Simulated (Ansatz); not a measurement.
The cell below derives from a database structure.

Input and command of a plane-wave DFT calculation in Ansatz:

```yaml
crystal:
  lattice:
    - [0.0, 3.3192710678, 3.3192710678]
    - [3.3192710678, 0.0, 3.3192710678]
    - [3.3192710678, 3.3192710678, 0.0]
  atoms:
    - { symbol: Cd, position: [0.0, 0.0, 0.0] }
    - { symbol: Te, position: [0.75, 0.75, 0.75] }
basis:
  ecutwfc: 420
kpoints:
  mp_grid: { grid: [10, 10, 10] }
hamiltonian:
  xc: pbe
scf:
  occupations: { method: gaussian, width: 0.02 }
output:
  forces: true
  stress: true
  eigenvalues: true
  write_density: true
  write_potential: true
  elf: true
  volumetric_format: npy
relax:
  adjacent_minimum: "off"
  f_tol: 0.01
  max_steps: 80
  cell: { stress_tol: 0.05 }
```

```bash
ansatz run input.yaml --threads 1 --pin off --max-ram 2560MiB --backend cpu --events-out ev --progress --plain --runs-dir out
```

Processor: Intel(R) Xeon(R) Processor @ 2.50GHz (Skylake/Cascade Lake), 1 thread, on a host shared with other jobs.

Estimate time, memory and problem size.

About 91 s, peak memory 0.42 GiB. It solves 22 bands at 47 k points (after reduction by symmetry) with about 1411 plane waves (on the last cell), in 19 SCF iterations over 4 ionic steps.
